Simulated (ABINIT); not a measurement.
# NaCl (Fm-3m): G0W0 in ABINIT against the exchange cutoff, part 2 of 2

Wanted: the cheapest exchange cutoff that holds the gap of NaCl (Fm-3m).

ABINIT 10.8.3; PBE and many-body steps on it, plane waves. Known limits of the many-body steps: not at the basis limit; coarse k mesh.

So far. Step 2 (Screening, 4×4×4 mesh, 26 bands, screening to 106.1 eV): Local fields lower ε∞ by 15 %. On a Γ-centred mesh this coarse the value itself is usually too large, while a short band sum pulls it down.

The database entry behind the starting cell differs from later determinations by our own check (an axis about 0.4 % short against later determinations), so it need not match the best structure at ambient conditions.

## Step 5: 15.2 Ha

Level of this step: G0W0 on PBE, plane waves, norm-conserving pseudopotentials (ABINIT).

The self-energy is evaluated for the states that the input lists, and the levels follow from it, in one-shot runs by the linearised quasiparticle equation.

The input, run.abi:

```
acell 3*1.0 Angstrom
rprim 
  0.000000000000 2.810000000000 2.810000000000
  2.810000000000 0.000000000000 2.810000000000
  2.810000000000 2.810000000000 0.000000000000
ntypat 2
znucl 11 17
natom 2
typat 1 2
xred 
  0.000000000000 0.000000000000 0.000000000000
  0.500000000000 0.500000000000 0.500000000000
pp_dirpath "pseudos"
pseudos "Na.upf, Cl.upf"
ecut 38
ngkpt 4 4 4
nshiftk 1
shiftk 0 0 0
kptopt 1
chksymbreak 0
istwfk *1
occopt 1
irdwfk 1
optdriver 4
nband 26
gwcalctyp 0
ecutsigx 15.2
symsigma 1
nkptgw 1
kptgw 
  0.0000000000 0.0000000000 0.0000000000
bdgw 
  6 12
ecuteps 3.9
irdscr 1
ppmodel 1
indata_prefix "in"
outdata_prefix "out"
tmpdata_prefix "tmp"
```

The run is started by

```sh
$ OMP_NUM_THREADS=1 mpirun -n 4 abinit run.abi > log
```

The log of the run:

```text
.Version 10.8.3 of ABINIT. v10.8.2 released Aug 2026.

 Symmetries : space group Fm -3 m (#225); Bravais cF (face-center cubic)
[... echo of the input left out ...]
== DATASET  1 ==================================================================
-   mpi_nproc: 4, omp_nthreads: 1 (-1 if OMP is not activated)

--- !DatasetInfo
iteration_state: {dtset: 1, }
dimensions: {natom: 2, nkpt: 8, mband: 26, nsppol: 1, nspinor: 1, nspden: 1, mpw: 3383, }
cutoff_energies: {ecut:  38.0, pawecutdg:  -1.0, }
[...]
10  10.523  -8.376  -3.598  -2.528   0.864  -0.158  -6.433   1.944  12.467
       11  10.523  -8.376  -3.598  -2.528   0.864  -0.158  -6.433   1.944  12.467
       12  10.523  -8.376  -3.598  -2.528   0.864  -0.158  -6.433   1.944  12.467

== END DATASET(S) ==============================================================
================================================================================

 -outvars: echo values of variables after computation  --------
           etotal      0.0000000000E+00
            nband          26
             nkpt           8
          spgroup         225
 [... the other variables as echoed above ...]

 Calculation completed.
```

It took 7.1 s on 4 MPI ranks of Arm Neoverse N1, shared host; peak memory 0.49 GiB; 19 s of CPU time.

This step gave:

| Property | Result |
| --- | --- |
| G0W0 gap on the points computed | 7.943 eV |
| starting gap on the mesh | 5.150 eV |
| k of the valence top | 0, 0, 0 |
| k of the conduction bottom | 0, 0, 0 |
| least direct G0W0 gap on the computed points | 7.943 eV |

The gap on the mesh goes from 5.15 eV to 7.94 eV, a correction of +2.79 eV.

## Step 6: 26.6 Ha

Edit run.abi of step 5 so:

```diff
@@ -26,3 +26,3 @@
 gwcalctyp 0
-ecutsigx 15.2
+ecutsigx 26.6
 symsigma 1
```

The log of the run:

```text
.Version 10.8.3 of ABINIT. v10.8.2 released Aug 2026.

 Symmetries : space group Fm -3 m (#225); Bravais cF (face-center cubic)
[... echo of the input left out ...]
== DATASET  1 ==================================================================
-   mpi_nproc: 4, omp_nthreads: 1 (-1 if OMP is not activated)

--- !DatasetInfo
iteration_state: {dtset: 1, }
dimensions: {natom: 2, nkpt: 8, mband: 26, nsppol: 1, nspinor: 1, nspden: 1, mpw: 3383, }
cutoff_energies: {ecut:  38.0, pawecutdg:  -1.0, }
[...]
10  10.523  -8.376  -3.599  -2.528   0.864  -0.158  -6.434   1.943  12.466
       11  10.523  -8.376  -3.599  -2.528   0.864  -0.158  -6.434   1.943  12.466
       12  10.523  -8.376  -3.599  -2.528   0.864  -0.158  -6.434   1.943  12.466

== END DATASET(S) ==============================================================
================================================================================

 -outvars: echo values of variables after computation  --------
           etotal      0.0000000000E+00
            nband          26
             nkpt           8
          spgroup         225
 [... the other variables as echoed above ...]

 Calculation completed.
```

Run time: 5.4 s. Hardware: 4 MPI ranks; peak memory 0.19 GiB; 17 s of CPU time.

This step gave:

```yaml
g0w0_gap_on_the_points_computed: 7.92 eV
starting_gap_on_the_mesh: 5.150 eV
k_of_the_valence_top: 0, 0, 0
k_of_the_conduction_bottom: 0, 0, 0
least_direct_g0w0_gap_on_the_computed_points: 7.92 eV
```

Against the run before, the gap moves by −0.023 eV.

## Step 7: 38 Ha

Edit run.abi of step 6 so:

```diff
@@ -26,3 +26,3 @@
 gwcalctyp 0
-ecutsigx 26.6
+ecutsigx 38
 symsigma 1
```

The log of the run:

```text
.Version 10.8.3 of ABINIT. v10.8.2 released Aug 2026.

 Symmetries : space group Fm -3 m (#225); Bravais cF (face-center cubic)
[... echo of the input left out ...]
== DATASET  1 ==================================================================
-   mpi_nproc: 4, omp_nthreads: 1 (-1 if OMP is not activated)

--- !DatasetInfo
iteration_state: {dtset: 1, }
dimensions: {natom: 2, nkpt: 8, mband: 26, nsppol: 1, nspinor: 1, nspden: 1, mpw: 3383, }
cutoff_energies: {ecut:  38.0, pawecutdg:  -1.0, }
[...]
10  10.523  -8.376  -3.599  -2.528   0.864  -0.158  -6.434   1.943  12.466
       11  10.523  -8.376  -3.599  -2.528   0.864  -0.158  -6.434   1.943  12.466
       12  10.523  -8.376  -3.599  -2.528   0.864  -0.158  -6.434   1.943  12.466

== END DATASET(S) ==============================================================
================================================================================

 -outvars: echo values of variables after computation  --------
           etotal      0.0000000000E+00
            nband          26
             nkpt           8
          spgroup         225
 [... the other variables as echoed above ...]

 Calculation completed.
```

Elapsed: 6.3 s, on 4 MPI ranks; peak memory 0.52 GiB.

Numbers from this step:

```
G0W0 gap on the points computed              : 7.919 eV
starting gap on the mesh                     : 5.150 eV
k of the valence top                         : 0, 0, 0
k of the conduction bottom                   : 0, 0, 0
least direct G0W0 gap on the computed points : 7.919 eV
```

Against the run before, the gap moves by −0.001 eV.

## Step 8: Side by side

Times are wall times on 4 MPI ranks of Arm Neoverse N1, shared host. The host was busy with other work, so they are no guide to cost. A run's time includes the screening step that it read.

| run | mesh | bands | screening cutoff (eV) | DFT gap (eV) | gap on the mesh (eV) | direct (eV) | ε∞ used | time |
| --- | --- | --- | --- | --- | --- | --- | --- | --- |
| 3.8 Ha | 4×4×4 | 26 | 106.1 | 5.150 | 8.040 | 8.040 | 2.35 | 21 s |
| 7.6 Ha | 4×4×4 | 26 | 106.1 | 5.150 | 8.053 | 8.053 | 2.35 | 21 s |
| 15.2 Ha | 4×4×4 | 26 | 106.1 | 5.150 | 7.943 | 7.943 | 2.35 | 23 s |
| 26.6 Ha | 4×4×4 | 26 | 106.1 | 5.150 | 7.920 | 7.920 | 2.35 | 21 s |
| 38 Ha | 4×4×4 | 26 | 106.1 | 5.150 | 7.919 | 7.919 | 2.35 | 22 s |

## Step 9: Summary of results

```
3.8 Ha       : 8.040 eV
7.6 Ha       : 8.053 eV
15.2 Ha      : 7.943 eV
26.6 Ha      : 7.920 eV
38 Ha        : 7.919 eV
known limits : not at the basis limit; coarse k mesh
```

What this shows: The setting moved: exchange cutoff. From 3.8 Ha to 38 Ha the gap moves by −0.12 eV. It holds to 0.03 eV from 15.2 Ha on. Bands and screening cutoff are coupled, so a series along one setting does not show full convergence. Below the screening cutoff the correlation part is cut too. Bands and cutoff are finite, so the gap is not at the basis limit. The miss can reach some tenths of an eV and take either sign; the mesh is an error of its own. In the G0W0 runs levels were corrected at 1 k point alone, so a gap called «on the mesh» is the least over those, and an edge elsewhere would be missed. The 4×4×4 mesh is coarse for this cell, which bears on the long-range parts of exchange and screening.

[Paths, hosts, dates, memory and timing lines, banners, echoed tables and standing remarks are left out of the program output.]

[Logs are printed without paths, hosts, clocks, repeated set-up lines and the standing remarks that a program may print on its own settings, such as how far it seeks lower states.]

[Runs of the session that timed out or met a known fault of the program may be left out.]

[Hosts, paths, dates, database ids (printed as entryN), source tags and the programs' standing remarks are cut or masked in the printed files.]

[G0W0 gaps are taken among the corrected bands and points alone; a level outside them can change the order at an edge.]

[Where Ansatz stands beside ABINIT at settings called matched, ABINIT's density can come from a denser mesh and the files from another edition; pairs whose starting gaps differed by over 0.03 eV were left out, so agreement reads better than it is.]
